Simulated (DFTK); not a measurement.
Si:

```
Si
1.0
    -0.38151    1.90030    1.97204
     1.69610    0.02694    1.56359
     1.96856    1.76430   -0.24552
Si
1
Direct
  0.00000 0.00000 0.00000
```

This isn't the form of Si at room conditions, which is diamond.

Base run:

| Property | Result |
| --- | --- |
| Program | DFTK 0.8.2 |
| Functional | PBE |
| Potentials or basis | dojo.nc.sr.pbe.v0_5.stringent.upf (PBE) |
| Cutoff | 490 eV |
| k mesh | 10 × 14 × 11 |
| Occupations | fermi-dirac, width 0.05 eV |
| Spin | no spin polarisation |

Its results: band gap on the k mesh none (metal or under the smearing width); pressure 15.1 GPa.

Task: After a change of settings the same cell gave: band gap on the k mesh none (metal or under the smearing width); pressure 14.0 GPa. Which change was it?
A. potentials or basis from dojo.nc.sr.pbe.v0_5.stringent.upf (PBE) to in-house norm-conserving set (PBE, scalar relativistic)
B. potentials or basis from dojo.nc.sr.pbe.v0_5.stringent.upf (PBE) to dojo.nc.sr.pbe.v0_5.standard.upf (PBE)
C. potentials or basis from dojo.nc.sr.pbe.v0_5.stringent.upf (PBE) to dojo.nc.sr.pbe.v0_4_1.standard.upf (PBE)
D. potentials or basis from dojo.nc.sr.pbe.v0_5.stringent.upf (PBE) to cp2k.nc.sr.pbe.v0_1.largecore.gth (PBE, GTH); cutoff from 490 eV to 789 eV

Result: D.

Caveats: GTH potentials come without recommended cutoffs, and this one wasn't checked for convergence (some runs).
